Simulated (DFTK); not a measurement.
Runs of DFTK 0.8.2 on Ni. It takes space group Fm-3m (No. 225, cubic). Conventional cell: a = 3.475 Å, b = 3.475 Å, c = 3.475 Å, α = 90.00°, β = 90.00°, γ = 90.00°. Around Ni (site symmetry m-3m) lie 12 Ni at 2.46 Å. 

```tsv
task	level	potentials or basis	U	k mesh	cutoff (eV)	start of the occupations	symmetries used	SCF solver	mesh quality	gap on the mesh (eV)	pressure (GPa)	moment (μB)	V0 of scaled cells (Å³/atom)	B0 (GPa)
equation of state	PBEsol	PseudoDojo 0.4 stringent (PBEsol)	-	8 × 8 × 8	1415	-	-	-	coarse	-	-	-	(a)	231
band structure	LDA+U	dojo.nc.sr.lda.v0_4_1.standard.upf (LDA)	Ni d U = 3 eV	6 × 6 × 6	1333	half filled (the program's default)	no	-	coarse	none	-10.1	0.60	-	-
band structure	LDA+U	dojo.nc.sr.lda.v0_4_1.standard.upf (LDA)	Ni d U = 0 eV	6 × 6 × 6	1333	half filled (the program's default)	no	-	coarse	none	-11.2	0.64	-	-
equation of state	LDA	dojo.nc.sr.lda.v0_4_1.stringent.upf (LDA)	-	8 × 8 × 8	1415	-	-	-	coarse	-	-	-	10.05	256
single point	PBEsol	dojo.nc.sr.pbesol.v0_4_1.standard.upf (PBEsol)	-	13 × 13 × 13	1333	-	-	-	not flagged	none	-2.4	0.63	-	-
band structure	LDA+U	dojo.nc.sr.lda.v0_4_1.standard.upf (LDA)	Ni d U = 1.5 eV	6 × 6 × 6	1333	half filled (the program's default)	no	-	coarse	none	-11.0	0.62	-	-
band structure	r2SCAN	in-house norm-conserving set (r2SCAN, scalar relativistic)	-	8 × 8 × 8	1388	-	-	-	coarse	none	(b)	0.70	-	-
equation of state	r2SCAN	SG15 1.2 (PBE)	-	8 × 8 × 8	1225	-	-	ScfAndersonSolver	coarse	-	-	-	10.51	219
band structure	BJ06	in-house norm-conserving set (r2SCAN, scalar relativistic)	-	8 × 8 × 8	1388	-	-	ScfAndersonSolver	coarse	none	-	0.69	-	-
```

Alike in all rows: spin collinear, ferromagnetic start; cell as given; smearing fermi-dirac 0.05 eV.

Problem. Estimate the missing entries.

Solution. (a) 10.40; (b) 0.1.

Caveats: some runs use coarse meshes; the Hubbard orbitals reach further out than in other programs, which can move energies by up to some tens of meV an atom (some runs); the U is typed as a test and isn't derived for this compound (some runs); the program warned that the kinetic-energy density falls under its von Weizsäcker bound, which can give unphysical results (some runs); the potentials were made for another functional, which shifts forces and pressure (some runs); the program leaves the constant c of mgga_x_tb09 at 1, so the potential is Becke-Johnson's (BJ06) and not Tran and Blaha's, with levels but no total energy (some runs).

A gap of «none» marks a metal or a gap under the smearing width.
